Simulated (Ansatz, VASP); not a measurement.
ZrB2 in VASP and in Ansatz

```
Zr B
1.0
     3.15484    0.00000    0.00000
    -1.57742    2.73217    0.00000
     0.00000    0.00000    3.50674
Zr B
1 2
Cartesian
  0.0000 0.0000 0.0000
  0.0000 1.8214 1.7534
  1.5774 0.9107 1.7534
```

Alike in both runs: task single point; functional PBEsol; k mesh 18 × 18 × 12; occupations gaussian, width 0.15 eV; no spin polarisation.

|  | VASP | Ansatz |
| --- | --- | --- |
| version | VASP 6.6.1 | Ansatz 0.2.0 |
| potentials or method | VASP PAW PBE potentials, release 64 (Zr_sv, B) | scalar-relativistic, plane waves, PAW |
| plane-wave cutoff (eV) | 520 | 520 |
| valence electrons in the cell | 18 | 18 |

|  | VASP | Ansatz | Ansatz less VASP |
| --- | --- | --- | --- |
| gap on the k mesh at the Fermi level (eV) | none | none | - |
| pressure (GPa) | 0.3 | 0.0 | -0.36 |

A gap of «none» marks a metal or a gap that the smearing closes.

Caveats: the PAW data sets were made with another functional, which shifts forces and pressure a little (VASP).
